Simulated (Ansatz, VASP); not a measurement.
## One calculation of Mg, two programs

```
Mg
1.0
     2.74697    0.00000    0.00000
     0.00000    2.74697    0.00000
     0.00000    0.00000    2.74697
Mg
1
Direct
  0.00000 0.00000 0.00000
```

Change from the starting cell: volume scaled by 0.8, LAPW.

Alike in both runs: task single point; functional LDA; k mesh 15 × 15 × 15; occupations fermi-dirac, width 0.05 eV; no spin polarisation.

```csv
,VASP,Ansatz
version,VASP 6.6.1,Ansatz 0.2.0
potentials or method,"VASP PAW LDA potentials, release 64 (Mg), cutoff 520 eV","all-electron LAPW, scalar-relativistic"
```

|  | VASP | Ansatz | Ansatz less VASP |
| --- | --- | --- | --- |
| pressure (GPa) | 8.5 | 8.7 | +0.24 |

Ansatz ran all-electron here, so the differences hold the error of VASP's frozen core and of both bases.
